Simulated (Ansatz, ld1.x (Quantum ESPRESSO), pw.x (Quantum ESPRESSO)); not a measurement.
calcium: one change to the ultrasoft potential, in the atom and in the bcc crystal

- Element: calcium
- Generator: ld1.x (Quantum ESPRESSO) 7.5
- Type: ultrasoft
- Functional: PBE
- Relativity: scalar-relativistic
- Frozen core: [Ne]
- Valence charge: 10
- Reference configuration: 3s2 3p6 3d0 4s0 4p0 (charge +2)
- Partial waves: 3s (bound): rcut 1.50, rcutus 1.80 bohr; 4s (bound, empty): rcut 1.50, rcutus 1.80 bohr; 3p (bound): rcut 1.65, rcutus 1.75 bohr; 4p (bound, empty): rcut 1.65, rcutus 1.75 bohr; 3d (bound, empty): rcut 2.15, rcutus 2.90 bohr; 3d channel at 0.85 Ry: rcut 2.15, rcutus 2.90 bohr
- Local potential: all-electron potential smoothed inside 2.50 bohr (lloc = -1)
- Core correction: Bessel-smoothed model core inside 1.60 bohr
- Augmentation charge: PSQ, radius 1.50 bohr

Change: core correction Bessel-smoothed model core inside 1.22 bohr.

Cutoffs, loose and tight: the cutoffs (Ry, on a coarse ladder) from which the occupation-weighted sum of valence levels, in a spherical-Bessel basis at the reference potential, stays within 10 and 1 mRy of its value at 400 Ry. They do not see the model core or the augmentation charge, which bear on the density cutoff. Test errors are all-electron minus pseudo excitation energies from the reference, over the configurations 3s2 3p6 3d0 4s2 4p0; 3s2 3p6 3d0 4s1 4p0; 3s2 3p6 3d0 4s1.5 4p0; 3s2 3p6 3d0 4s1 4p1; 3s2 3p5 3d0 4s2 4p0; 3s2 3p6 3d0 4s0 4p2; 3s1 3p6 3d0 4s2 4p0; variants that change the core or the reference have their own tests.

Crystal test: bcc Ca in pw.x 7.5, no spin, 11³ k-points, Fermi–Dirac smearing 0.01 Ry, cutoffs set for each file from its atomic test. The reference is all-electron LAPW (Ansatz 0.2.0) with the same functional, mesh and smearing; V0 and B0 come from Birch–Murnaghan fits to the pressures at five volumes. Errors are pseudo minus all-electron; Δ is the rms difference of the E(V) curves that follow from these fits, minima aligned, over ±6 % about the mean V0. Mesh and smearing are coarse, so the numbers serve the comparison and aren't converged zero-temperature values; the lattice is a test structure that the element need not adopt.

All-electron: a0 = 4.386 Å (V0 = 42.19 Å³/atom), B0 = 17.2 GPa.

Task: Does the change bring the crystal closer to the all-electron result?

Result: The mean pressure error goes from +0.60 to +0.73 GPa, so the change moves the solid further from the all-electron pressures.

| quantity | base | changed |
| --- | --- | --- |
| outcome (atom) | generated | generated |
| cutoff, loose (atom) | 25 Ry | 25 Ry |
| cutoff, tight (atom) | 45 Ry | 45 Ry |
| bound ghosts (atom) | none | none |
| largest test error (meV) (atom) | -29 | -30 |
| cutoffs in pw.x (Ry) | 55/440 | 55/440 |
| a0 (Å) | 4.435 | 4.443 |
| a0 error (%) | +1.11 | +1.29 |
| B0 error (%) | +0.2 | +1.9 |
| Δ (meV/atom) | 5.3 | 6.3 |
| mean pressure error (GPa) | +0.60 | +0.73 |

Base: This is a poor potential for the solid. Changed file: This is a poor potential for the solid. The atomic cutoffs weigh occupied waves only.
